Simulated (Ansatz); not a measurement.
Na$_{2}$S: frozen-core PAW against all-electron methods

```
Na S
1.0
     0.00000    3.26300    3.26300
     3.26300    0.00000    3.26300
     3.26300    3.26300    0.00000
Na S
2 1
Direct
  0.25000 0.25000 0.25000
  0.75000 0.75000 0.75000
  0.00000 0.00000 0.00000
```

Atom numbers follow the list: Na1, Na2, S3.

The cell is COD entry 1011374, as deposited and not checked against the literature; nothing was relaxed.

Levels of theory: DFT, PBE, PAW with Ansatz's default frozen-core files, scalar-relativistic (Ansatz 0.2.0); DFT, PBE, all-electron PAW with datasets made for the crystal, scalar-relativistic (Ansatz 0.2.0); DFT, PBE, all-electron LAPW, scalar-relativistic (Ansatz 0.2.0).

For PAW: a Γ-centred 8×8×8 k mesh, Fermi–Dirac smearing of 0.02 eV, cutoff 420 eV, no spin polarisation. The crystal-made all-electron datasets (AE datasets) take a cutoff of 180 eV at this cell. LAPW targets a basis error of 0.5 meV/atom. The Ansatz runs share mesh, smearing and spin set-up. Plane-wave (PAW) pressures include the program's estimate of the Pulay term.

Stress and pressure are positive in compression.

Levels count from the top of the valence band.

| quantity | PAW | AE datasets | LAPW |
| --- | --- | --- | --- |
| pressure (GPa) | 0.57 | 0.58 | 0.58 |
| band gap (eV) | 2.510 | 2.511 | 2.510 |
| highest filled level at W (eV) | -0.584 | -0.583 | -0.583 |
| lowest empty level at W (eV) | 4.819 | 4.820 | 4.819 |
| highest filled level at Γ (eV) | 0.000 | 0.000 | 0.000 |
| lowest empty level at Γ (eV) | 2.510 | 2.511 | 2.510 |
| highest filled level at L (eV) | -0.133 | -0.132 | -0.132 |
| lowest empty level at L (eV) | 4.817 | 4.818 | 4.818 |

PAW's pressure differs from the LAPW value by -0.02 GPa.
